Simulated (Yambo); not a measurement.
# AlN (P6_3mc) in Yambo: notebook

Aim: see how the results for AlN move with the level of theory and the settings. Levels: PBE, LDA. Tasks: optical spectrum by the Bethe-Salpeter equation, G0W0 quasiparticle levels, optical spectrum.

All numbers are computed with Yambo 5.3.0; they aren't measurements. Logs are shortened: lines on timing, memory, paths and dates and some standing lists are left out, and cuts for length are marked.

**The experiment to reproduce.**

From “Structural and optical properties of self-assembled AlN nanowires grown on SiO2/Si substrates by molecular beam epitaxy”, 2024, arxiv:2402.00216, for a bulk crystal of AlN at 0 K: band gap 6.0343 eV (an exciton energy, a little under the gap).

The runs below are set against these values where they give the same quantity.

### 1 The crystal as given

It takes space group P6_3mc (No. 186, hexagonal). The conventional cell has a = 3.113 Å, b = 3.113 Å, c = 4.981 Å, α = 90.00°, β = 90.00°, γ = 120.00°. Al (site symmetry 3m) has 4 N at 1.89 Å as nearest neighbours. N (site symmetry 3m) has 4 Al at 1.89 Å as nearest neighbours.

### 2 Optical spectrum by the Bethe-Salpeter equation, PBE

bse8.in reads:

```
optics
bse
bss
rim_cut
em1s
RandQpts= 1000000
RandGvec= 50 RL
Chimod= "HARTREE"
% BndsRnXs
 1 | 33 |
%
NGsBlkXs= 5 Ry
% LongDrXs
 1 | 0 | 0 |
%
BSKmod= "SEX"
BSEmod= "retarded"
BSSmod= "d"
% BSEQptR
 1 | 1 |
%
% BSEBands
 7 | 11 |
%
BSENGexx= 20 Ry
BSENGBlk= 5 Ry
% BEnRange
 0 | 15 | eV
%
% BDmRange
 0.1 | 0.1 | eV
%
BEnSteps= 200
% BLongDir
 1 | 0 | 0 |
%
BSEprop= "abs"
WRbsWF
% KfnQP_E
 1.25 | 1.0 | 1.0 |
%
```

scf.in reads:

```
&CONTROL
  calculation = 'scf'
  prefix = 'pwscf'
  outdir = './tmp'
  pseudo_dir = './pseudo'
/
&SYSTEM
  ibrav = 0
  nat = 4
  ntyp = 2
  ecutwfc = 84
  nbnd = 14
  occupations = 'smearing'
  smearing = 'fd'
  degauss = 0.00367493
  force_symmorphic = .true.
/
&ELECTRONS
  conv_thr = 8d-10
  electron_maxstep = 120
  mixing_beta = 0.5
/
ATOMIC_SPECIES
Al    26.9815 Al.upf
N     14.0070 N.upf
CELL_PARAMETERS angstrom
   3.1130000000    0.0000000000    0.0000000000
  -1.5565000000    2.6959370820    0.0000000000
   0.0000000000    0.0000000000    4.9810000000
ATOMIC_POSITIONS crystal
Al     0.6666666667    0.3333333333    0.5000000000
Al     0.3333333333    0.6666666667    0.0000000000
N      0.6666666667    0.3333333333    0.8800000000
N      0.3333333333    0.6666666667    0.3800000000
K_POINTS automatic
12 12 6 0 0 0
```

nscf.in reads:

```
&CONTROL
  calculation = 'nscf'
  prefix = 'pwscf'
  outdir = './tmp'
  pseudo_dir = './pseudo'
/
&SYSTEM
  ibrav = 0
  nat = 4
  ntyp = 2
  ecutwfc = 84
  nbnd = 58
  occupations = 'fixed'
  force_symmorphic = .true.
/
&ELECTRONS
  conv_thr = 1d-08
  diago_full_acc = .true.
  diago_thr_init = 1d-06
/
ATOMIC_SPECIES
Al    26.9815 Al.upf
N     14.0070 N.upf
CELL_PARAMETERS angstrom
   3.1130000000    0.0000000000    0.0000000000
  -1.5565000000    2.6959370820    0.0000000000
   0.0000000000    0.0000000000    4.9810000000
ATOMIC_POSITIONS crystal
Al     0.6666666667    0.3333333333    0.5000000000
Al     0.3333333333    0.6666666667    0.0000000000
N      0.6666666667    0.3333333333    0.8800000000
N      0.3333333333    0.6666666667    0.3800000000
K_POINTS automatic
6 6 4 0 0 0
```

Potentials or basis: PseudoDojo 0.4.1 SR PBE standard.

Command:

```sh
OMP_NUM_THREADS=1 pw.x -in scf.in > scf.out
OMP_NUM_THREADS=1 pw.x -in nscf.in > nscf.out
cd tmp/pwscf.save; p2y; mv SAVE ../..; cd ../..
OMP_NUM_THREADS=1 yambo
mkdir -p bse8; ln -s $PWD/g0w00/ndb.RIM bse8/
OMP_NUM_THREADS=1 yambo -F bse8.in -J bse8 -C bse8_out
OMP_NUM_THREADS=1 ypp -J bse8 -C bse8_out -e s -b 1
```

Yambo's report:

```text
[... sections 02.01 to 02.04 as in the set-up run ...]

  [02.05] Energies & Occupations
  ==============================

  [X] === General ===
  [X] Electronic Temperature                        :  0.000000  0.000000 [eV K]
  [X] Bosonic    Temperature                        :  0.000000  0.000000 [eV K]
  [X] Finite Temperature mode                       : no
  [X] El. density                                   :  0.38275E+24 [cm-3]
  [X] Fermi Level                                   :  7.105999 [eV]

  [X] === Gaps and Widths ===
  [X] Conduction Band Min                           :  4.220893 [eV]
  [X] Valence Band Max                              :  0.000000 [eV]
  [X] Filled Bands                                  :   8
  [X] Empty Bands                                   :    9   58
  [X] Direct Gap                                    :  4.220893 [eV]
  [X] Direct Gap localized at k                     :  1
  [X] Indirect Gap                                  :  4.220893 [eV]
  [X] Indirect Gap between kpts                     :  1  1
  [X] Last valence band width                       :  2.371041 [eV]
  [X] 1st conduction band width                     :  3.218395 [eV]

 [03] Transferred momenta grid and indexing
 ==========================================

 IBZ Q-points                                      :  24
 BZ  Q-points                                      :  144

 K/Q-points units:
 rlu = crystal or reduced units; cc = cartesian coordinates; iku = interal k-units

 Q [ 1]         [rlu]:  0.000000  0.000000  0.000000
 Q [ 2]         [rlu]:  0.000000  0.000000  0.250000
 Q [ 3]         [rlu]:  0.000000  0.000000 -0.500000
 Q [ 4]         [rlu]: -0.20411E-19  0.16667       0.0000
 Q [ 5]         [rlu]: -0.20411E-19  0.16667      0.25000
 Q [ 6]         [rlu]: -0.20411E-19  0.16667     -0.50000
 Q [ 7]         [rlu]: -0.40821E-19  0.33333       0.0000
 Q [ 8]         [rlu]: -0.40821E-19  0.33333      0.25000
 Q [ 9]         [rlu]: -0.40821E-19  0.33333     -0.50000
 Q [10]         [rlu]:  0.61232E-19 -0.50000       0.0000
 Q [11]         [rlu]:  0.61232E-19 -0.50000      0.25000
 Q [12]         [rlu]:  0.61232E-19 -0.50000     -0.50000
 Q [13]         [rlu]:  0.166667  0.166667  0.000000
 Q [14]         [rlu]:  0.166667  0.166667  0.250000
 Q [15]         [rlu]:  0.166667  0.166667 -0.500000
 Q [16]         [rlu]:  0.166667  0.333333  0.000000
 Q [17]         [rlu]:  0.166667  0.333333  0.250000
 Q [18]         [rlu]:  0.166667  0.333333 -0.500000
 Q [19]         [rlu]:  0.333333  0.333333  0.000000
 Q [20]         [rlu]:  0.333333  0.333333  0.250000
 Q [21]         [rlu]:  0.333333  0.333333 -0.500000
 Q [22]         [rlu]:  0.20411E-19 -0.16667      0.25000
 Q [23]         [rlu]:  0.40821E-19 -0.33333      0.25000
 Q [24]         [rlu]: -0.166667 -0.333333  0.250000

 [04] Coloumb potential Random Integration (RIM)
 ===============================================

 Summary of Coulomb integrals for non-metallic bands |Q|[au] RIM/Bare

 Q [1] 0.100000E-4 0.987311 * Q [2] 0.166880 0.999150
 Q [4] 0.205551 1.083344 * Q [22] 0.264765 1.045696
 Q [5] 0.264765 1.046224 * Q [3] 0.333760 1.007631
 Q [13] 0.356025 1.029661 * Q [6] 0.391978 1.013397
 Q [14] 0.393196 1.022591 * Q [7] 0.411102 1.022260
 Q [23] 0.443682 1.017481 * Q [8] 0.443682 1.017967
 Q [15] 0.488006 1.012083 * Q [9] 0.529529 1.010885
 Q [16] 0.543837 1.013258 * Q [24] 0.568866 1.011065
 Q [17] 0.568866 1.011619 * Q [10] 0.616654 1.010009
 Q [18] 0.638087 1.008488 * Q [11] 0.638835 1.009038
 Q [12] 0.701183 1.006935 * Q [19] 0.712050 1.008167
 Q [20] 0.731344 1.007550 * Q [21] 0.786391 1.006247

 [WARNING] [Xs] User bands 1-33 break level degeneracy

 [WARNING] [BS] User bands 7-11 break level degeneracy

 [05] External/Internal QP corrections
 =====================================

 [QP_apply] Action to be applied: USER defined scissor

  [05.01]  QP corrections report
  ==============================

  [K+QP] === General ===
  [K+QP] Electronic Temperature                     :  0.000000  0.000000 [eV K]
  [K+QP] Bosonic    Temperature                     :  0.000000  0.000000 [eV K]
  [K+QP] Finite Temperature mode                    : no
  [K+QP] El. density                                :  0.38275E+24 [cm-3]
  [K+QP] Fermi Level                                :  0.000000 [eV]

  [K+QP] === Gaps and Widths ===
[... 138 lines left out ...]
  [r,Vnl] included                                 : yes
  Field direction                                  :  0.100000E-4   0.00000      0.00000
  BZ energy Double Grid                            : no
  BZ energy DbGd points                            : 0
  BZ Q point size factor                           : -1.000000
  X Optical Averaged directions                    : none
 [X-CG] R(p) Tot o/o(of R):   2669  28800    100
 [WR./bse8//ndb.em1s_fragment_1]-------------------------------------------------
  Current Q-pt index                               :  1
  X energy range                                   :  0.000000  0.000000 eV
  X damping range                                  :  0.001000  0.001000 eV
  Number of frequencies                            :  1
 [X-CG] R(p) Tot o/o(of R):   3561  28800    100
 [WR./bse8//ndb.em1s_fragment_2]-------------------------------------------------
  Current Q-pt index                               :  2
  X energy range                                   :  0.000000  0.000000 eV
  X damping range                                  :  0.001000  0.001000 eV
  Number of frequencies                            :  1
 [X-CG] R(p) Tot o/o(of R):   2419  28800    100
 [X-CG] R(p) Tot o/o(of R):   8012  28800    100
 [X-CG] R(p) Tot o/o(of R):  10565  28800    100
 [X-CG] R(p) Tot o/o(of R):   7303  28800    100
 [X-CG] R(p) Tot o/o(of R):   6828  28800    100
 [X-CG] R(p) Tot o/o(of R):   8968  28800    100
[... 14 lines left out ...]
 [X-CG] R(p) Tot o/o(of R):   8965  28800    100
 [X-CG] R(p) Tot o/o(of R):  12812  28800    100

 [08] Bethe Salpeter Equation driver
 ===================================

  [08.01] Bethe Salpeter Equation @q1
  ===================================

   [08.01.01] Transition pre-analysis @q1
   ======================================

   [08.01.02] Transition Groups build-up @q1
   =========================================

   [BSK] Transition groups (total):  24
   [BSK] Size (resonant):   864
   [BSK]         (total):   864
   [BSK] N. of matrices :  1

   [08.01.03] Loading Dipoles @q1
   ==============================

   [08.01.04] Independent Particles properties @q1
   ===============================================

   [08.01.05] BSE Kernel @q1 (Resonant CORRRELATION EXCHANGE)
   ==========================================================

   [BSE] Exchange components :   415
   [BSE] Correlation components :    55   391

    [08.01.05.01] Screened interaction header I/O
    =============================================

    [08.01.05.02] Main kernel loop
    ==============================

    [WR./bse8//ndb.BS_Q1_CPU_0]-----------------------------------------------------
     Brillouin Zone Q/K grids (IBZ/BZ)                :   24  144   24  144
     RL vectors                                       :   4625 [WF]
     Coulomb cutoff potential                         : none
     Parallel CPUs
     Parallel Roles
     Fragmentation                                    : no
     BS kernel          wavefunctions                 : Perdew, Burke & Ernzerhof(X)+Perdew, Burke & Ernzerhof(C)
     Static diel. fun.  energies                      : Perdew, Burke & Ernzerhof(X)+Perdew, Burke & Ernzerhof(C)
     wavefunctions                                    : Perdew, Burke & Ernzerhof(X)+Perdew, Burke & Ernzerhof(C)
     [K] Identifier                                   :  2664
     [K] Dimension                                    :   864
     [K] Bands                                        :   7  11
     [K] Exchange                                     : yes [res]
     [K] Correlation                                  : yes [res]
     [K] Kernel`s coupling                            : no
     [K] Exchange                                     : no [cpl]
     [K] Correlation                                  : no [cpl]
     [K] W interaction is bare                        : no
     [K] ALDA kernel in R-space                       : no
     [K] RL vectors                                   :   415 [exchange]
     [K] RL vectors                                   :   55 [correlation]
     [K] E/h energy range                             : -1.000000 -1.000000 [eV]
     [K] Coupling range                               :  100.0000  100.0000 [o/o]
     [W] Interaction is diagonal                      : no
     [W] Matrix size                                  :   55
     [W] Bands                                        :    1   33
     [W] e/h energy range                             : -1.000000 -1.000000 [eV]
     [W] Poles                                        :  100.0000 [o/o]
     [W] RL vectors in the sum                        :   4625
     [W] [r,Vnl] included                             : yes
     [W] Field direction                              :  0.100000E-4   0.00000      0.00000
     [W] Coulomb Cutoff                               : none
     [W] Hxc Kernel                                   : HARTREE
     [RIM] RL components                              :   55 [col]
     [RIM] Random points                              :  1000000 [col]
     [SOC] Perturbative SOC                           : no
     [K] Kernel long-range exchange                   : BAR

    [08.01.05.03] Wave-Function Phases
    ==================================

    [BSE] WF phases found       :  79.86111 [o/o]

   [08.01.06] BSE solver(s) @q1
   ============================

   [08.01.07] Diago Solver @q1
   ===========================

   [WR./bse8//ndb.BS_diago_Q1]-----------------------------------------------------
    BS kernel          energies                      : Perdew, Burke & Ernzerhof(X)+Perdew, Burke & Ernzerhof(C)+ user defined corrections @E
    [K] Identifier                                   :  2664
    [K] Dimension                                    :   864
    [K] Bands                                        :   7  11
    [K] Exchange                                     : yes [res]
    [K] Correlation                                  : yes [res]
    [K] Kernel`s coupling                            : no
    [K] Exchange                                     : no [cpl]
    [K] Correlation                                  : no [cpl]
    [K] W interaction is bare                        : no
    [K] ALDA kernel in R-space                       : no
    [K] RL vectors                                   :   415 [exchange]
    [K] RL vectors                                   :   55 [correlation]
    [K] E/h energy range                             : -1.000000 -1.000000 [eV]
    [K] Coupling range                               :  100.0000  100.0000 [o/o]
    [W] Interaction is diagonal                      : no
    [W] Matrix size                                  :   55
    [W] Bands                                        :    1   33
    [W] e/h energy range                             : -1.000000 -1.000000 [eV]
    [W] Poles                                        :  100.0000 [o/o]
    [W] RL vectors in the sum                        :   4625
    [W] [r,Vnl] included                             : yes
    [W] Field direction                              :  0.100000E-4   0.00000      0.00000
    [W] Coulomb Cutoff                               : none
    [W] Hxc Kernel                                   : HARTREE
    [RIM] RL components                              :   55 [col]
    [RIM] Random points                              :  1000000 [col]
    [SOC] Perturbative SOC                           : no
    [K] Kernel long-range exchange                   : BAR
    [BSS] Eigenstates included                       : yes
    [BSS] Field direction                            :  0.100000E-4   0.00000      0.00000
    [BSS] Eigenstates computed                       :   864
    [BSS] Number of BSE matrices                     :  1
```

It took 4 min on 1 thread of Arm Neoverse V1, shared host; peak memory 0.38 GiB.

Results:

```yaml
Band_gap_on_the_k_mesh_mean-field_level: 4.22 eV, direct
Exciton_binding_energy: 0.46 eV
Lowest_exciton_energy: 5.01 eV
Lowest_bright_exciton_energy: 5.19 eV
```

Dielectric function (along the field direction of the input):
| energy (eV) | real part | imaginary part |
| --- | --- | --- |
| 0.30 | 2.23 | 0.00 |
| 1.06 | 2.25 | 0.01 |
| 1.81 | 2.31 | 0.01 |
| 2.56 | 2.41 | 0.02 |
| 3.39 | 2.60 | 0.03 |
| 4.15 | 2.91 | 0.06 |
| 4.90 | 3.76 | 0.29 |
| 5.65 | 3.94 | 0.37 |
| 6.48 | 4.41 | 4.49 |
| 7.24 | -0.66 | 3.76 |
| 7.99 | -3.23 | 6.26 |
| 8.74 | -1.15 | 1.15 |
| 9.57 | -0.18 | 0.76 |
| 10.33 | -0.28 | 1.34 |
| 11.08 | -0.57 | 0.72 |
| 11.83 | -0.46 | 0.23 |
| 12.66 | 0.13 | 0.04 |
| 13.42 | 0.31 | 0.02 |
| 14.17 | 0.44 | 0.01 |
| 15.00 | 0.53 | 0.01 |

Lowest exciton energies (eV): 5.01, 5.19, 6.21, 6.22, 6.25, 6.25, 6.30, 6.42

Excitons:
| energy (eV) | strength (relative to the strongest) |
| --- | --- |
| 5.008 | 3.7e-06 |
| 5.186 | 0.54 |
| 6.205 | 0.39 |
| 6.218 | 0.96 |
| 6.253 | 2.4e-06 |
| 6.253 | 7.4e-05 |
| 6.304 | 1.8e-07 |
| 6.416 | 0.0003 |
| 6.416 | 0.00055 |
| 6.506 | 1.7e-06 |
| 6.509 | 0.21 |
| 6.509 | 0.0084 |

Caveat: the scissor is the correction of the direct gap in an earlier G0W0 run on the same states; exciton energies and binding change strongly with the k mesh and aren't converged on this one; spectra need much finer meshes, so this one isn't converged.

(Part 1 of 4 ends here.)
